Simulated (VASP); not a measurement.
# Li (P6_3/mmc) in VASP: further runs

One crystal, Li, is run at these levels: RPBE; tasks: single point.

Everything below comes from runs of VASP 6.6.1. Logs are shortened: lines on timing, memory, paths and dates and some standing lists are left out, and cuts for length are marked.

### Step 1. Starting point

The structure is hexagonal, space group P6_3/mmc (No. 194). Conventional cell: a = 3.102 Å, b = 3.102 Å, c = 10.110 Å, α = 90.00°, β = 90.00°, γ = 120.00°. Li (site symmetry -3m) has 12 Li at 3.10 Å as nearest neighbours. Around Li (site symmetry -6m2) lie 12 Li at 3.10 Å.

This isn't the form of Li at room conditions, which is bcc.

### Step 2. Single point, RPBE

The input, INCAR:

```
PREC = Accurate
ENCUT = 520
EDIFF = 1E-6
ISMEAR = -1
SIGMA = 0.1
LREAL = F
LASPH = T
NELM = 100
ALGO = Normal
ISIF = 2
LWAVE = F
LCHARG = F
GGA = RP
NBANDS = 14
```

The input, KPOINTS:

```
Automatic mesh
0
Gamma
  15 15 4
```

The input, POSCAR:

```
Li
1.0
    3.1018338794      0.0000000000      0.0000000000
   -1.5509169397      2.6862669378      0.0000000000
    0.0000000000      0.0000000000     10.1095424640
Li
4
Direct
    0.0000000000      0.0000000000      0.0000000000
    0.0000000000      0.0000000000      0.5000000000
    0.3333333333      0.6666666667      0.2500000000
    0.6666666667      0.3333333333      0.7500000000
```

Potentials or basis: VASP PAW PBE potentials, release 64 (Li_sv).

Launch:

```sh
cat potpaw_PBE.64/Li_sv/POTCAR > POTCAR
mpirun -np 1 vasp_std > vasp.out
```

OUTCAR:

```text
PREC = Accurate
   ENCUT = 520
   EDIFF = 1E-6
   ISMEAR = -1
   LREAL = F
   LASPH = T
   NELM = 100
   ISIF = 2
   GGA = RP

 ion  position               nearest neighbor table
   1  0.000  0.000  0.000-
   2  0.000  0.000  0.500-
   3  0.333  0.667  0.250-
   4  0.667  0.333  0.750-

  LATTYP: Found a hexagonal cell.
 ALAT       =     3.1018338794
 C/A-ratio  =     3.2592146637

  Lattice vectors:

 A1 = (   3.1018338794,   0.0000000000,   0.0000000000)
 A2 = (  -1.5509169397,   2.6862669378,   0.0000000000)
 A3 = (   0.0000000000,   0.0000000000,  10.1095424640)

Analysis of symmetry for initial positions (statically):
=====================================================================
 Subroutine PRICEL returns:
 Original cell was already a primitive cell.

 Routine SETGRP: Setting up the symmetry group for a
 hexagonal supercell.

 Subroutine GETGRP returns: Found 24 space group operations
 (whereof 12 operations were pure point group operations)
 out of a pool of 24 trial point group operations.

The static configuration has the point symmetry D_3d.
 The point group associated with its full space group is D_6h.

Analysis of symmetry for dynamics (positions and initial velocities):
=====================================================================
 Subroutine PRICEL returns:
 Original cell was already a primitive cell.

 Routine SETGRP: Setting up the symmetry group for a
 hexagonal supercell.

 Subroutine GETGRP returns: Found 24 space group operations
 (whereof 12 operations were pure point group operations)
 out of a pool of 24 trial point group operations.

The dynamic configuration has the point symmetry D_3d.
 The point group associated with its full space group is D_6h.

 Subroutine INISYM returns: Found 24 space group operations
 (whereof 12 operations are pure point group operations),
 and found     1 'primitive' translations

----------------------------------------------------------------------------------------

                                     Primitive cell

  volume of cell :      84.2363

  direct lattice vectors                    reciprocal lattice vectors
     3.101833879  0.000000000  0.000000000     0.322389928  0.186131912  0.000000000
    -1.550916940  2.686266938  0.000000000     0.000000000  0.372263823  0.000000000
     0.000000000  0.000000000 10.109542464     0.000000000  0.000000000  0.098916445

  length of vectors
     3.101833879  3.101833879 10.109542464     0.372263823  0.372263823  0.098916445

  position of ions in fractional coordinates (direct lattice)
     0.000000000  0.000000000  0.000000000
     0.000000000  0.000000000  0.500000000
     0.333333333  0.666666667  0.250000000
     0.666666667  0.333333333  0.750000000

  ion indices of the primitive-cell ions
   primitive index   ion index
                 1           1
                 2           2
                 3           3
                 4           4

----------------------------------------------------------------------------------------

 KPOINTS: Automatic mesh

Automatic generation of k-mesh.
 Grid dimensions read from file:
 generate k-points for:   15   15    4

 Generating k-lattice:

  Cartesian coordinates                     Fractional coordinates (reciprocal lattice)
     0.021492662  0.012408794  0.000000000     0.066666667  0.000000000  0.000000000
     0.000000000  0.024817588  0.000000000     0.000000000  0.066666667  0.000000000
     0.000000000  0.000000000  0.024729111     0.000000000  0.000000000  0.250000000

  Length of vectors
     0.024817588  0.024817588  0.024729111

  Shift w.r.t. Gamma in fractional coordinates (k-lattice)
     0.000000000  0.000000000  0.000000000

 Subroutine IBZKPT returns following result:
 ===========================================

 Found     81 irreducible k-points:

 Following reciprocal coordinates:
            Coordinates               Weight
  0.000000  0.000000  0.000000      1.000000
  0.066667 -0.000000  0.000000      6.000000
  0.133333  0.000000  0.000000      6.000000
  0.200000  0.000000  0.000000      6.000000
  0.266667  0.000000  0.000000      6.000000
  0.333333 -0.000000  0.000000      6.000000
[... 16 lines left out ...]
  0.333333  0.200000  0.000000     12.000000
  0.400000  0.200000  0.000000      6.000000
 [... further k-points ...]
   k-points           NKPTS =     81   k-points in BZ     NKDIM =     81   number of bands    NBANDS=     14
   number of dos      NEDOS =    301   number of ions     NIONS =      4
   total plane-waves  NPLWV =  46080
   dimension x,y,z NGX =    24 NGY =   24 NGZ =   80
   dimension x,y,z NGXF=    48 NGYF=   48 NGZF=  160
   ions per type =               4
   NGX,Y,Z   is equivalent  to a cutoff of  12.86, 12.86, 13.16 a.u.
   NGXF,Y,Z  is equivalent  to a cutoff of  25.73, 25.73, 26.31 a.u.
 SYSTEM =  unknown system
   PREC   = accura    normal or accurate (medium, high low for compatibility)
   ISTART =      0    job   : 0-new  1-cont  2-samecut
   ICHARG =      2    charge: 1-file 2-atom 10-const
   ISPIN  =      1    spin polarized calculation?
   LNONCOLLINEAR =      F non collinear calculations
   LSORBIT =      F    spin-orbit coupling
   LASPH  =      T    aspherical Exc in radial PAW
   ENCUT  =  520.0 eV  38.22 Ry    6.18 a.u.   5.77  5.77 18.80*2*pi/ulx,y,z
   NELM   =    100;   NELMIN=  2; NELMDL= -5     # of ELM steps
   EDIFF  = 0.1E-05   stopping-criterion for ELM
   LREAL  =      F    real-space projection
   EDIFFG = 0.1E-04   stopping-criterion for IOM
   NSW    =      0    number of steps for IOM
   IBRION =     -1    ionic relax: 0-MD 1-quasi-New 2-CG
   NFREE  =      0    steps in history (QN), initial steepest desc. (CG)
   ISIF   =      2    stress and relaxation
   ISYM   =      2    0-nonsym 1-usesym 2-fastsym
   POTIM  = 0.5000    time-step for ionic-motion
   TEBEG  =    0.0;   TEEND  =   0.0 temperature during run
   PSTRESS=    0.0 pullay stress
   NELECT =      12.0000    total number of electrons
   NUPDOWN=      -1.0000    fix difference up-down
   EMIN   =  10.00;   EMAX   =-10.00  energy-range for DOS
   EFERMI =   0.00;   METHOD = LEGACY
   ISMEAR =    -1;   SIGMA  =   0.10  broadening in eV -4-tet -1-fermi 0-gaus
   EFERMI_NEDOS =   21; number of points for ismear=-14 and -15
   IALGO  =     38    algorithm
   IMIX   =      4    mixing-type and parameters
     AMIX     =   0.40;   BMIX     =  1.00
     AMIX_MAG =   1.60;   BMIX_MAG =  1.00
  volume/ion in A,a.u.               =      21.06       142.11
  Fermi-wavevector in a.u.,A,eV,Ry     =   0.855005  1.615726  9.946324  0.731034
  Thomas-Fermi vector in A             =   1.971689
   LORBIT       =      0    0 simple, 1 ext, 2 COOP (PROOUT), +10 PAW based schemes
   GGA     = RP    functional components
   LHFCALC =     F    Hartree Fock is set to
   AEXX    =    0.0000 exact exchange contribution
   IVDW    =     0    specifies the selected vdW correction
   LEPSILON=     F    determine dielectric tensor
   LRPA    =     F    only Hartree local field effects (RPA)
 non-spin polarized calculation
  energy-cutoff  :      520.00
  volume of cell :       84.24
 maximum number of plane-waves:      2294
 NGX is ok and might be reduce to    24
   NGX = 11   NGY = 11   NGZ = 37

 number of electron      11.9999984 magnetization

 Free energy of the ion-electron system (eV)
  ---------------------------------------------------
  ext. energy  EPLUGINS =         0.00000000
  ---------------------------------------------------
  free energy    TOTEN  =        -7.28301025 eV

  energy without entropy =       -7.21691338  energy(sigma->0) =       -7.24996181

 E-fermi :   0.5794     XC(G=0):  -6.9181

 val. band max:        0.5781501174   @ k =   0.4000   0.0000   0.0000
 cond. band min:       0.5935958439   @ k =   0.4000   0.0000   0.0000
 fundamental gap:      0.0154457265
 Fermi energy:         0.5793920751

 k-point     1 :       0.0000    0.0000    0.0000
  band No.  band energies     occupation
      1     -46.2063      2.00000
      2     -46.1993      2.00000
      3     -46.1985      2.00000
      4     -46.1912      2.00000
      5      -2.9391      2.00000
      6      -1.8344      2.00000
      7      -1.8338      2.00000
      8       0.5938      0.92792
      9       3.4065      0.00000
     10       8.4112      0.00000
     11       8.4157      0.00000
     12      12.9154      0.00000
     13      12.9156      0.00000
     14      13.4805      0.00000

 k-point     2 :       0.0667   -0.0000    0.0000
  band No.  band energies     occupation
      1     -46.2057      2.00000
      2     -46.1988      2.00000
      3     -46.1980      2.00000
      4     -46.1910      2.00000
      5      -2.8693      2.00000
      6      -1.7627      2.00000
      7      -1.7620      2.00000
      8       0.6848      0.51697
      9       3.4355      0.00000
     10       8.4444      0.00000
     11       8.4531      0.00000
     12      12.0742      0.00000
     13      12.3069      0.00000
     14      13.1093      0.00000

 k-point     3 :       0.1333    0.0000    0.0000
  band No.  band energies     occupation
      1     -46.2041      2.00000
      2     -46.1976      2.00000
      3     -46.1968      2.00000
      4     -46.1902      2.00000
      5      -2.6598      2.00000
      6      -1.5483      2.00000
      7      -1.5475      2.00000
      8       0.9574      0.04462
      9       3.5176      0.00000
     10       8.4954      0.00000
     11       8.5405      0.00000
     12      10.5908      0.00000
     13      11.4165      0.00000
     14      11.6271      0.00000

 k-point     4 :       0.2000    0.0000    0.0000
  band No.  band energies     occupation
      1     -46.2017      2.00000
      2     -46.1958      2.00000
      3     -46.1951      2.00000
      4     -46.1892      2.00000
      5      -2.3105      2.00000
      6      -1.1930      2.00000
      7      -1.1920      2.00000
      8       1.4108      0.00049
      9       3.6282      0.00000
     10       8.1241      0.00000
     11       8.4902      0.00000
     12       9.5532      0.00000
     13       9.8750      0.00000
     14      10.3108      0.00000

 k-point     5 :       0.2667    0.0000    0.0000
  band No.  band energies     occupation
      1     -46.1988      2.00000
      2     -46.1938      2.00000
      3     -46.1930      2.00000
      4     -46.1880      2.00000
      5      -1.8219      2.00000
      6      -0.7030      1.99999
      7      -0.7012      1.99999
      8       2.0430      0.00000
      9       3.6815      0.00000
     10       6.9324      0.00000
     11       7.6215      0.00000
[... 276 lines left out ...]
 k-point    22 :       0.2667    0.2000    0.0000
  band No.  band energies     occupation
      1     -46.1926      2.00000
      2     -46.1899      2.00000
      3     -46.1892      2.00000
      4     -46.1866      2.00000
      5      -0.3469      1.99981
      6       0.7277      0.36987
      7       0.7405      0.33291
      8       3.6608      0.00000
      9       3.8863      0.00000
     10       4.9808      0.00000
     11       5.5822      0.00000
     12       5.6212      0.00000
     13       6.4578      0.00000
     14       7.7124      0.00000

 k-point    23 :       0.3333    0.2000    0.0000
  band No.  band energies     occupation
      1     -46.1906      2.00000
      2     -46.1890      2.00000
      3     -46.1882      2.00000
      4     -46.1866      2.00000
      5       0.4687      1.50307
      6       1.4094      0.00050
      7       1.4614      0.00030
      8       2.8099      0.00000
      9       4.2652      0.00000
     10       4.4312      0.00000
     11       4.9262      0.00000
     12       5.1815      0.00000
     13       6.0276      0.00000
     14       7.5179      0.00000

 k-point    24 :       0.4000    0.2000    0.0000
  band No.  band energies     occupation
      1     -46.1898      2.00000
      2     -46.1886      2.00000
      3     -46.1879      2.00000
      4     -46.1867      2.00000
      5       1.1327      0.00788
      6       1.5924      0.00008
      7       1.8849      0.00000
      8       2.2947      0.00000
      9       3.7993      0.00000
     10       3.8895      0.00000
     11       4.9834      0.00000
     12       5.8482      0.00000
     13       6.0400      0.00000
     14       6.6796      0.00000

 [... further k-points ...]

------------------------ aborting loop because EDIFF is reached ----------------------------------------

  FORCE on cell =-STRESS in cart. coord.  units (eV):
  Direction    XX          YY          ZZ          XY          YZ          ZX
  --------------------------------------------------------------------------------------
  -------------------------------------------------------------------------------------
  Total       -0.0470610     -0.0470610     -0.0096438     -0.0000000      0.0000000      0.0000000
  in kB       -0.8951013     -0.8951013     -0.1834261     -0.0000000      0.0000000      0.0000000
  external PRESSURE =      -0.6578762 kB  Pullay stress =       0.0000000 kB

 VOLUME and BASIS-vectors are now :
 -----------------------------------------------------------------------------
  energy-cutoff  :      520.00
  volume of cell :       84.24
      direct lattice vectors                 reciprocal lattice vectors
     3.101833879  0.000000000  0.000000000     0.322389928  0.186131912  0.000000000
    -1.550916940  2.686266938  0.000000000     0.000000000  0.372263823  0.000000000
     0.000000000  0.000000000 10.109542464     0.000000000  0.000000000  0.098916445

 POSITION                                       TOTAL-FORCE (eV/Angst)
 -----------------------------------------------------------------------------------
      0.00000      0.00000      0.00000        -0.000000      0.000000     -0.000000
      0.00000      0.00000      5.05477        -0.000000      0.000000     -0.000000
     -0.00000      1.79084      2.52739        -0.000000     -0.000000     -0.000000
      1.55092      0.89542      7.58216         0.000000      0.000000      0.000000
 -----------------------------------------------------------------------------------
    total drift:                               -0.000000      0.000000     -0.000000

  FREE ENERGIE OF THE ION-ELECTRON SYSTEM (eV)
  ---------------------------------------------------
  free  energy   TOTEN  =        -7.2830102455 eV

  energy  without entropy=       -7.2169133772  energy(sigma->0) =       -7.24996181
```

Run time: 37 s. Hardware: 1 thread of Intel Xeon 6975P-C (Granite Rapids), shared host; peak memory 0.22 GiB.

Results:

```yaml
Free_energy: -7.2830 eV
Band_gap_on_the_k_mesh: none (metal or under the smearing width)
```

Levels at points of the mesh, in eV from the Fermi level:
```
           k point  band 3  band 4  band 5  band 6  band 7  band 8  band 9  band 10
(0.00, 0.00, 0.00)  -46.78  -46.77   -3.52   -2.41   -2.41    0.01    2.83     7.83
(0.00, 0.00, 0.50)  -46.77  -46.77   -3.24   -3.24   -1.09   -1.09    4.59     4.59
```

Caveat: the cutoff is under 1.25 times the usual one of these potentials, so pressure, stress and relaxed cells hold a basis-set (Pulay) error; the PAW data sets were made with another functional, which shifts forces and pressure a little.

### Step 3. Single point, RPBE

This run uses another cell than the first one, of 23.59 Å³/atom, 1.120 times its volume.

The input, INCAR:

```
PREC = Accurate
ENCUT = 520
EDIFF = 1E-6
ISMEAR = -1
SIGMA = 0.1
LREAL = False
LASPH = True
NELM = 60
ALGO = Normal
ISIF = 2
LWAVE = False
LCHARG = True
GGA = RP
LELF = True
LVHAR = True
NBANDS = 14
```

The input, KPOINTS:

```
Automatic mesh
0
Gamma
  13 13 4
```

The input, POSCAR:

```
Li
1.0
    3.2212508247      0.0000000000      0.0000000000
   -1.6106254124      2.7896850462      0.0000000000
    0.0000000000      0.0000000000     10.4987479234
Li
4
Direct
    0.0000000000      0.0000000000      0.0000000000
    0.0000000000      0.0000000000      0.5000000000
    0.3333333333      0.6666666667      0.2500000000
    0.6666666667      0.3333333333      0.7500000000
```

Potentials or basis: VASP PAW PBE potentials, release 64 (Li_sv).

Launch:

```sh
cat potpaw_PBE.64/Li_sv/POTCAR > POTCAR
mpirun -np 1 vasp_std > vasp.out
```

OUTCAR:

```text
PREC = Accurate
   ENCUT = 520
   EDIFF = 1E-6
   ISMEAR = -1
   LREAL = False
   LASPH = True
   NELM = 60
   ISIF = 2
   GGA = RP

 ion  position               nearest neighbor table
   1  0.000  0.000  0.000-
   2  0.000  0.000  0.500-
   3  0.333  0.667  0.250-
   4  0.667  0.333  0.750-

  LATTYP: Found a hexagonal cell.
 ALAT       =     3.2212508247
 C/A-ratio  =     3.2592146637

[... 596 lines left out ...]
     10       6.0996      0.00000
     11       8.8208      0.00000
     12       9.3776      0.00000
     13       9.8130      0.00000
     14      10.1366      0.00000

 [... further k-points ...]
[... 5 lines left out ...]
  --------------------------------------------------------------------------------------
  -------------------------------------------------------------------------------------
  Total       -0.7833830     -0.7833830     -0.7352011      0.0000000      0.0000000      0.0000000
  in kB      -13.3035491    -13.3035491    -12.4853152      0.0000000      0.0000000      0.0000000
  external PRESSURE =     -13.0308045 kB  Pullay stress =       0.0000000 kB

 VOLUME and BASIS-vectors are now :
 -----------------------------------------------------------------------------
  energy-cutoff  :      520.00
  volume of cell :       94.34
      direct lattice vectors                 reciprocal lattice vectors
     3.221250825  0.000000000  0.000000000     0.310438415  0.179231702  0.000000000
    -1.610625412  2.789685046  0.000000000     0.000000000  0.358463405  0.000000000
     0.000000000  0.000000000 10.498747923     0.000000000  0.000000000  0.095249453

 POSITION                                       TOTAL-FORCE (eV/Angst)
 -----------------------------------------------------------------------------------
      0.00000      0.00000      0.00000         0.000000      0.000000      0.000000
      0.00000      0.00000      5.24937         0.000000      0.000000      0.000000
     -0.00000      1.85979      2.62469        -0.000000      0.000000     -0.000000
      1.61063      0.92990      7.87406         0.000000      0.000000     -0.000000
 -----------------------------------------------------------------------------------
    total drift:                               -0.000000      0.000000     -0.000000

  FREE ENERGIE OF THE ION-ELECTRON SYSTEM (eV)
  ---------------------------------------------------
  free  energy   TOTEN  =        -7.2393147623 eV

  energy  without entropy=       -7.1672172215  energy(sigma->0) =       -7.20326599
```

OSZICAR:

```text
N       E                     dE             d eps       ncg     rms          rms(c)
DAV:   1     0.416248356652E+02    0.41625E+02   -0.49247E+03  1764   0.796E+02
DAV:   2     0.383903470891E+01   -0.37786E+02   -0.36613E+02  2074   0.186E+02
DAV:   3    -0.699170955610E+01   -0.10831E+02   -0.10721E+02  3408   0.460E+01
DAV:   4    -0.723426535021E+01   -0.24256E+00   -0.24241E+00  2344   0.126E+01
DAV:   5    -0.724695012611E+01   -0.12685E-01   -0.12684E-01  2914   0.203E+00    0.525E-01
DAV:   6    -0.724211707977E+01    0.48330E-02   -0.24950E-03  2614   0.432E-01    0.312E-01
DAV:   7    -0.723932538592E+01    0.27917E-02   -0.20578E-03  3340   0.306E-01    0.450E-02
DAV:   8    -0.723936034672E+01   -0.34961E-04   -0.30151E-05  2470   0.464E-02    0.267E-02
DAV:   9    -0.723932794225E+01    0.32404E-04   -0.10527E-05  3148   0.226E-02    0.124E-03
DAV:  10    -0.723931796568E+01    0.99766E-05   -0.25493E-07  2004   0.442E-03    0.429E-04
DAV:  11    -0.723931521578E+01    0.27499E-05   -0.26578E-08  1584   0.231E-03    0.108E-04
DAV:  12    -0.723931476233E+01    0.45345E-06   -0.23695E-08  1398   0.136E-03
   1 F= -.72393148E+01 E0= -.72032660E+01  d E =-.720975E-01
```

Run time: 32 s. Hardware: 1 thread of Intel Xeon 6975P-C (Granite Rapids), shared host; peak memory 0.21 GiB.

What came out:

- Free energy: -7.2393 eV
- Band gap on the k mesh: none (metal or under the smearing width)

Caveat: the cutoff is under 1.25 times the usual one of these potentials, so pressure, stress and relaxed cells hold a basis-set (Pulay) error; the PAW data sets were made with another functional, which shifts forces and pressure a little.

(Part 1 of 2 ends here.)
